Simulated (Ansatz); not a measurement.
In: single point with Ansatz

System: In (fcc type), 1 atom in the cell.

Ansatz input (lattice in Å, positions in fractions of it)
```yaml
crystal:
  lattice:
    - [0, 2.3957, 2.3957]
    - [2.3957, 0, 2.3957]
    - [2.3957, 2.3957, 0]
  atoms:
    - { symbol: In, position: [0, 0, 0] }
kpoints:
  mp_grid: { grid: [4, 4, 4] }
hamiltonian:
  xc: pbe
  pseudopotentials:
    kind: paw_fr
    azcp:
      In: "pseudopotentials/pbe/paw/ansatz_paw_generated_soft_1/In.paw.azcp"
scf:
  occupations: { method: fermi_dirac, width: 0.15 }
  convergence: { dr2_threshold: "1e-9 eV" }
  max_iter: 300
output:
  forces: true
  stress: true
  eigenvalues: true
magnetization:
  noncollinear: true
  spin_orbit: true
```

All numbers below come from PBE with spin–orbit coupling, plane waves, PAW datasets (generated soft set 1) in Ansatz.

Results

- Plane-wave cutoff used: 420 eV
- Pressure: 2.26 GPa
- Smearing term TS: 62.4 meV/atom
- Gap on the mesh: none (metallic)
- Valence electrons: 13
- Irreducible k-points: 8
- CPU time: of the order of 3 core-seconds on a shared host

Stress tensor in GPa, compression positive:
```
2.26 0.00 0.00
0.00 2.26 0.00
0.00 0.00 2.26
```

The stress includes the program's correction for the finite plane-wave basis.

The k-mesh is coarse, so these values belong to this mesh and can lie far from the converged ones. This cubic structure is a model: it isn't the usual form of the substance at ambient conditions, and such phases are metastable or hypothetical.
